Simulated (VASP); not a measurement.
Here is a VASP 6.6.1 calculation.

File POSCAR:

```
WC
2.9065
    1.000000000000      0.000000000000      0.000000000000
   -0.500000000000      0.866025403785      0.000000000000
    0.000000000000      0.000000000000      0.975950455875
W C
1 1
Direct
    0.0000000000      0.0000000000      0.0000000000
    0.6666666667      0.3333333333      0.5000000000
```

Contents of INCAR.step1:

```
ALGO = Normal
EDIFF = 1E-5
ENCUT = 520
GGA = PE
ISIF = 2
ISMEAR = 0
LASPH = True
LCHARG = False
LMAXMIX = 4
LREAL = False
LWAVE = True
NELM = 100
PREC = Accurate
SIGMA = 0.05
```

INCAR.step2

```
ALGO = Normal
EDIFF = 1E-6
ENCUT = 520
GGA = PE
HFSCREEN = 0.3
ISIF = 2
ISMEAR = -5
ISTART = 1
IVDW = 2
LASPH = True
LCHARG = False
LHFCALC = True
LMAXMIX = 4
LORBIT = 10
LREAL = False
LWAVE = False
NEDOS = 1001
NELM = 100
PREC = Accurate
PRECFOCK = Normal
SIGMA = 0.05
```

Contents of KPOINTS:

```
k-points
0
Gamma
  5 5 5
```

Potentials or basis: VASP PAW PBE potentials, release 64 (W_sv, C).

Run with:

```console
$ cat potpaw_PBE.64/W_sv/POTCAR potpaw_PBE.64/C/POTCAR > POTCAR
$ cp INCAR.step1 INCAR
$ mpirun -np 1 vasp_std > vasp.out
$ cp INCAR.step2 INCAR
$ mpirun -np 1 vasp_std > vasp.out
```

**Question.** Estimate the Hirshfeld charges.

**Answer.** W +0.35; C -0.35 e.

**Question.** Estimate the pressure.

**Answer.** -10.2 GPa.

Stress tensor (GPa, compression positive):
```
-10.45   0.00   0.00
  0.00 -10.45   0.00
  0.00   0.00  -9.78
```

Caveat: the k mesh is coarse (spacing up to 0.50 Å⁻¹), so the values aren't converged, least of all with exact exchange; atom-pairwise D2, TS and ULG terms overbind metals; the PAW data sets were made with another functional, which shifts forces and pressure a little; pairwise dispersion overbinds metals, which lowers pressure and volume; tetrahedron occupations give inexact forces and stress in metals. Spin-orbit coupling is left out, which matters for the levels of W.
